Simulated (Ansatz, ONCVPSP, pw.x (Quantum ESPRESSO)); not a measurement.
What a changed setting does to a pw.x run (fcc Ga)

Potential: optimised norm-conserving Vanderbilt (ONCV), ONCVPSP 4.0.1.1 (patched build), PBE; core [Ar] 3d10, reference 4s1 4p2; waves: 4s: rc 1.55 bohr, ncon 3, nbas 6, qcut 4.1 1/bohr, 2 projectors, debl 2 Ha; 4p: rc 2.10 bohr, ncon 3, nbas 7, qcut 4.7 1/bohr, 2 projectors, debl 0.6 Ha; d scattering state at 0.19 Ha: rc 2.00 bohr, ncon 4, nbas 7, qcut 5.2 1/bohr, 1 projector; local part: polynomial inside 1.15 bohr (lpopt 5, dvloc0 0 Ha); core correction: Teter function, fcfact 7.1, rcfact 1.7.

The reference run (k-mesh 13³, cutoffs 50/200 Ry, Fermi–Dirac 0.01 Ry, mixing_beta 0.4, conv_thr 1e-9, no spin) gives 0.49 GPa at 19.025 Å³/atom, where all-electron LAPW gives -0.07 GPa. This run, with its own iteration cap, changes k-mesh points per axis to 3.

```
&control
  calculation='scf', prefix='x', pseudo_dir='./', outdir='./tmp', tstress=.true., disk_io='none'
/
&system
  ibrav=0, nat=1, ntyp=1, ecutwfc=50, ecutrho=200, nbnd=8,
  occupations='smearing', smearing='fd', degauss=0.01
/
&electrons
  conv_thr=1e-09, mixing_beta=0.4, electron_maxstep=60
/
ATOMIC_SPECIES
Ga 1.0 Ga.UPF
CELL_PARAMETERS angstrom
  0.00000000 2.11884029 2.11884029
  2.11884029 0.00000000 2.11884029
  2.11884029 2.11884029 0.00000000
ATOMIC_POSITIONS crystal
Ga 0.0000 0.0000 0.0000
K_POINTS automatic
3 3 3 0 0 0
```

```bash
pw.x < Ga.scf.in > Ga.scf.out
```

Question: How does the run end?

Answer: It converges in 7 iterations; the free energy moves by +890.4 meV/atom and the pressure by +3.83 GPa.

```
Message from routine setup:
     using ibrav=0 with symmetry is DISCOURAGED, use correct ibrav instead
     lattice parameter (alat)  =       5.6626  a.u.
     unit-cell volume          =     128.3871 (a.u.)^3
     number of electrons       =         3.00
     number of Kohn-Sham states=            8
     kinetic-energy cutoff     =      50.0000  Ry
     charge density cutoff     =     200.0000  Ry
     scf convergence threshold =      1.0E-09
     Exchange-correlation= PBE
     number of k points=     4  Fermi-Dirac smearing, width (Ry)=  0.0100
     iteration #  1     ecut=    50.00 Ry     beta= 0.40
     total energy              =      -7.55465961 Ry
     estimated scf accuracy    <       0.00160396 Ry
     iteration #  2     ecut=    50.00 Ry     beta= 0.40
     total energy              =      -7.55459766 Ry
     estimated scf accuracy    <       0.00052402 Ry
     iteration #  3     ecut=    50.00 Ry     beta= 0.40
     total energy              =      -7.55461107 Ry
     estimated scf accuracy    <       0.00000170 Ry
     iteration #  4     ecut=    50.00 Ry     beta= 0.40
     total energy              =      -7.55461266 Ry
     estimated scf accuracy    <       0.00000066 Ry
     iteration #  5     ecut=    50.00 Ry     beta= 0.40
     total energy              =      -7.55461269 Ry
     estimated scf accuracy    <          2.4E-09 Ry
     iteration #  6     ecut=    50.00 Ry     beta= 0.40
     total energy              =      -7.55461269 Ry
     estimated scf accuracy    <          1.9E-09 Ry
     iteration #  7     ecut=    50.00 Ry     beta= 0.40
     the Fermi energy is     5.9386 ev
!    total energy              =      -7.55461269 Ry
     estimated scf accuracy    <          1.3E-12 Ry
     smearing contrib. (-TS)   =      -0.01112927 Ry
     The total energy is F=E-TS. E is the sum of the following terms:
     one-electron contribution =       3.02725693 Ry
     hartree contribution      =       0.02168056 Ry
     xc contribution           =      -5.43963970 Ry
     ewald contribution        =      -5.15278121 Ry
     convergence has been achieved in   7 iterations
          total   stress  (Ry/bohr**3)                   (kbar)     P=       43.25
     Message from routine punch:
     Nothing written, as per user request (disk_io='none')
```

The run took about 0.9 s on one core of a shared host (Intel(R) Xeon(R) 6975P-C, 192 threads, 378 GiB, load 44).
